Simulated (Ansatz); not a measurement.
A (101) slab of Si2Mo (I4/mmm (No. 139)), 12 planes, outer planes Mo (top) and Si (bottom), with 12 atoms (Si8Mo4) in a surface cell of A = 13.473 Å², as cut from the bulk:

```yaml
crystal:
  lattice:
    - [3.19007, 0.00000, 0.00000]
    - [-1.59504, 4.22346, 0.00000]
    - [0.00000, 0.00000, 25.82560]
  atoms:
    - { symbol: Si, position: [0.71273, 0.42546, 0.29041] }
    - { symbol: Si, position: [0.42990, 0.85980, 0.32814] }
    - { symbol: Mo, position: [0.14263, 0.28525, 0.36646] }
    - { symbol: Si, position: [0.85536, 0.71071, 0.40479] }
    - { symbol: Si, position: [0.57253, 0.14505, 0.44252] }
    - { symbol: Mo, position: [0.28525, 0.57051, 0.48084] }
    - { symbol: Si, position: [0.99798, 0.99597, 0.51916] }
    - { symbol: Si, position: [0.71515, 0.43031, 0.55689] }
    - { symbol: Mo, position: [0.42788, 0.85576, 0.59521] }
    - { symbol: Si, position: [0.14061, 0.28122, 0.63354] }
    - { symbol: Si, position: [0.85778, 0.71556, 0.67127] }
    - { symbol: Mo, position: [0.57051, 0.14102, 0.70959] }
```

These are results of DFT PBEsol, scalar-relativistic, plane waves, PAW in Ansatz 0.2.0, not measurements. Plane waves to 420 eV, a k mesh through Γ of 12×8×1 on the computed 12-atom cell and Gaussian smearing (0.10 eV); no spin polarisation. The cell repeats along c with a dipole correction in the vacuum.

Against the same 12 atoms in the bulk, the slab as cut lies 6.182 eV higher and the relaxed slab 5.960 eV higher.

Q: Work out the surface energy before and after relaxation.

A: The slab has two faces, so γ = (E_slab − N·E_bulk)/(2A), the mean of both. As cut: 6.182/(2 × 13.473) = 0.2294 eV/Å², and 1 eV/Å² = 16.02 J/m², so γ = 3.68 J/m². Relaxed: 5.960/(2 × 13.473) = 0.2212 eV/Å² = 3.54 J/m². Relaxation recovers 4 % of the cost of cutting.

Q: What is the ideal work of this cut, per area?

A: Griffith's ideal work is 2γ: 7.35 J/m² if the new faces stay rigid, 7.09 J/m² if they relax. Other cuts parallel to this plane can cost less. One thickness was run, 12 planes, so γ can still shift with it.